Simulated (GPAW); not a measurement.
BN:

```xyz
2
Lattice="0.0000 1.8130 1.8130 1.8130 0.0000 1.8130 1.8130 1.8130 0.0000" Properties=species:S:1:pos:R:3 pbc="T T T"
N     0.9065    0.9065    0.9065
B     0.0000    0.0000    0.0000
```

The cell is a database's computed one.

```yaml
Program: GPAW 26.7.0
Task: relaxation of cell and atoms
Functional: PBEsol
Dispersion: D4
Potentials_or_basis: PAW data sets generated in the run's folder for this functional
Cutoff: 800 eV
Basis: pw
k_mesh: 13 × 13 × 13
Occupations: fermi-dirac, width 0.05 eV
Spin: no spin polarisation
```

At the start: pressure -10.7 GPa; volume 5.96 Å³/atom.

Q: Where does the relaxation end?

A: Over 3 steps the energy falls by 4.2 meV/atom and the volume is 5.79 Å³/atom (-2.8 %); space group F-43m (No. 216, to 0.05 Å).

Step by step:
| step | energy change (eV) | largest force (eV/Å) | pressure (GPa) | volume (Å³) |
| --- | --- | --- | --- | --- |
| 1 | 0.0000 | 0.0000 | -10.70 | 11.92 |
| 2 | -0.0049 | 0.0000 | -7.60 | 11.82 |
| 3 | -0.0085 | 0.0000 | 0.19 | 11.58 |

Final structure:
```
N B
1.0
     0.00000    1.79567    1.79567
     1.79567    0.00000    1.79567
     1.79567    1.79567    0.00000
N B
1 1
Direct
  0.25000 0.25000 0.25000
  0.00000 0.00000 0.00000
```

Caveat: later steps reuse the first step's grids.
